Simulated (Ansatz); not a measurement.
# KCl (Sylvite) under changes of volume

One of the cells (31.151 Å³/atom); the others are scaled copies at fixed shape and fractional positions:

```
K Cl
1.0
     0.00000    3.14647    3.14647
     3.14647    0.00000    3.14647
     3.14647    3.14647    0.00000
K Cl
1 1
Direct
  0.00000 0.00000 0.00000
  0.50000 0.50000 0.50000
```

| Quantity | Value |
| --- | --- |
| Program | Ansatz 0.2.0 |
| Functional | LDA |
| Potentials or basis | Ansatz PAW |
| Cutoff | 420 eV (not typed: the program's choice for these potentials) |
| k mesh | 6 × 6 × 6 |
| Occupations | fermi-dirac, width 0.05 eV |
| Spin | no spin polarisation |

| volume (Å³/atom) | energy over the lowest point (meV/atom) | pressure (GPa) | gap on the mesh (eV) |
| --- | --- | --- | --- |
| 29.282 | 0.00 | -0.9 | 4.95 |
| 29.905 | 4.43 | -1.3 | 4.88 |
| 30.528 | 10.27 | -1.7 | 4.81 |
| 31.151 | 17.33 | -2.0 | 4.74 |
| 31.774 | 25.46 | -2.2 | 4.68 |
| 32.397 | ? | ? | ? |
| 33.020 | 44.39 | -2.6 | 4.56 |

**Question.** What does the run at 32.397 Å³/atom give?

**Answer.** Energy over the lowest point 34.52 meV/atom; pressure -2.4 GPa; gap on the mesh 4.62 eV.

Worked out: A Birch-Murnaghan fit of order 3 (a polynomial in V^(-2/3)) to the other rows has no minimum within the range. It gives 34.52 meV/atom at 32.397 Å³/atom, against the run's 34.52, and -dE/dV = -2.4 GPa, against -2.4. A straight line through the other rows of the gap, of slope -3.26 eV per unit of ln V (its deformation potential), gives 4.62 eV, against the run's 4.62.

Energies are extrapolated to zero smearing.

Caveats: the PAW data sets come from PBE, with cores solved anew for the run's functional, which leaves a small shift of forces and pressure.
